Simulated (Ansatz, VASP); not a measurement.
Si (a cell with a defect): VASP beside Ansatz

```
Si
1.0
     0.00000    5.43000    5.43000
     5.43000    0.00000    5.43000
     5.43000    5.43000    0.00000
Si
17
Direct
  0.98978 0.00351 0.00259
  0.09947 0.13411 0.13329
  0.98978 0.00356 0.50428
  0.12972 0.10783 0.63131
  0.98989 0.50514 0.00262
  0.13044 0.63212 0.10643
  0.07862 0.47466 0.47345
  0.13015 0.63223 0.63131
  0.47202 0.01034 0.00887
  0.61718 0.12526 0.12354
  0.50413 0.95987 0.51781
  0.61718 0.12519 0.63412
  0.50501 0.51912 0.95872
  0.61733 0.63560 0.12352
  0.50462 0.51969 0.51734
  0.69737 0.60199 0.60040
  0.48961 0.33735 0.33689
```

Alike in both runs: functional PBEsol; k mesh 2 × 2 × 2; occupations gaussian, width 0.02 eV; no spin polarisation.

Ansatz relaxed the structure, and its values are those at the end. VASP's run is a single point on that final structure, the one shown.

|  | VASP | Ansatz |
| --- | --- | --- |
| version | VASP 6.6.1 | Ansatz 0.2.0 |
| potentials or method | VASP PAW PBE potentials, release 64 (Si) | scalar-relativistic, plane waves, PAW |
| plane-wave cutoff (eV) | 520 | 420 |
| valence electrons in the cell | 68 | 68 |

```csv
,VASP,Ansatz,Ansatz less VASP
rms of the force components (eV/Å),0.009,0.008,-0.0006
```

Ansatz warned: «pseudo_functional_mismatch».

Caveats: the k mesh is coarse (spacing up to 0.50 Å⁻¹), so the values aren't converged; the PAW data sets were made with another functional, which shifts forces and pressure a little (VASP).
